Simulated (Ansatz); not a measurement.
input.yaml for CdS (Ansatz 0.2.0)

```yaml
crystal:
  lattice:
    - [0.0, 2.753244, 2.753244]
    - [2.753244, 0.0, 2.753244]
    - [2.753244, 2.753244, 0.0]
  atoms:
    - { symbol: Cd, position: [0.0, 0.0, 0.0] }
    - { symbol: S, position: [0.5, 0.5, 0.5] }
basis: {}
kpoints:
  mp_grid: { grid: [5, 2, 1] }
hamiltonian:
  xc: pbe
  hubbard: { sites: [{ species: Cd, l: d, u_eff: 5.2 }] }
scf:
  occupations: { method: gaussian, width: 0.1 }
output:
  forces: true
  stress: true
  eigenvalues: true
```

Command:

```bash
ansatz run input.yaml --threads 1 --pin off --max-ram 1331MiB --backend cpu --events-out ev --progress --plain --runs-dir out
```

Output, shortened (HF is the Harris–Foulkes energy, dr2 the density residual in eV):

```text
Warning: crystal.symmetry: narrowed to the stabiliser of the k-point mesh — unitary ops 48 → 4; excluded 44 operations that carry a point of the 5×2×1 mesh (shift [0, 0, 0]) off the mesh (the run samples exactly the mesh kpoints.mp_grid names, as under crystal.symmetry.detect: false, and its converged state has the mesh's symmetry, not the crystal's …
Cd: projections on atomic orbitals take those of the free atom [Ar 3d10] 4s2 4p6 4d10 5s2, of charge +0.00 (hamiltonian.pseudopotentials.projection_atoms); the dataset's partial waves leave at most 1.3e-5 of an orbital's norm unspanned inside its sphere
S: projections on atomic orbitals take those of the free atom [Ne] 3s2 3p4, of charge +0.00 (hamiltonian.pseudopotentials.projection_atoms); the dataset's partial waves leave at most 1.6e-7 of an orbital's norm unspanned inside its sphere
Pseudopotential: Cd, paw, valence charge 20, recommended cutoff 420 eV (normal)
Pseudopotential: S, paw, valence charge 6, recommended cutoff 420 eV (normal)
Crystal: 2 atoms, lattice volume = 41.741 Å³
Basis set: ecut = 420 eV, 869 PW (Γ), exchange–correlation on 54×54×54 points (8 copies of the dense FFT grid, shifted against one another)
Bands: 17, of which v1, the nominal top of the filled ones, is band 13 counted from 1 (12 counted from 0)
Symmetry: 4 space group operations
k-points: 6 of 10
Initial density: superposition of atomic densities
SCF iter   1: HF=-9155.883094 eV  Δρ=4.62e-2  dr2=9.74e-1
SCF iter   2: HF=-9155.619891 eV  Δρ=1.83e-2  dr2=7.75e-2
SCF iter   3: HF=-9155.628236 eV  Δρ=7.44e-3  dr2=1.40e-2
SCF iter   4: HF=-9155.633331 eV  Δρ=2.69e-3  dr2=2.44e-3
SCF iter   5: HF=-9155.632712 eV  Δρ=3.30e-4  dr2=3.00e-5
SCF iter   6: HF=-9155.632740 eV  Δρ=4.62e-5  dr2=5.32e-7
SCF iter   7: F=-9155.632740 eV  HF=-9155.632740 eV  Δρ=6.89e-6  dr2=1.18e-8
SCF 1 converged in 7 iterations: F = -9155.632740 eV  dr2 = 1.18e-8
SCF converged after 7 iterations
Free energy (F): -9155.632740 eV
E sigma→0 (E₀):  -9155.632730 eV
Entropy (-TS):   -0.000020 eV (-0.010 meV/atom)
Fermi energy:    10.026271 eV
--- Forces (eV/Å), atoms counted from 1 ---
  atom   1  Cd    -0.00000000    -0.00000000     0.00000000
  atom   2  S      0.00000000     0.00000000     0.00000000
--- Stress (GPa, compression-positive) ---
        6.659360       0.618819       2.011057
        0.618819       6.659360      -2.011057
        2.011057      -2.011057       7.142494
  P = ⅓ Tr σ = 6.8204 GPa (68.204 kbar)
```

Settings here are deliberately varied, not converged. Under a U the state reached may not be the lowest.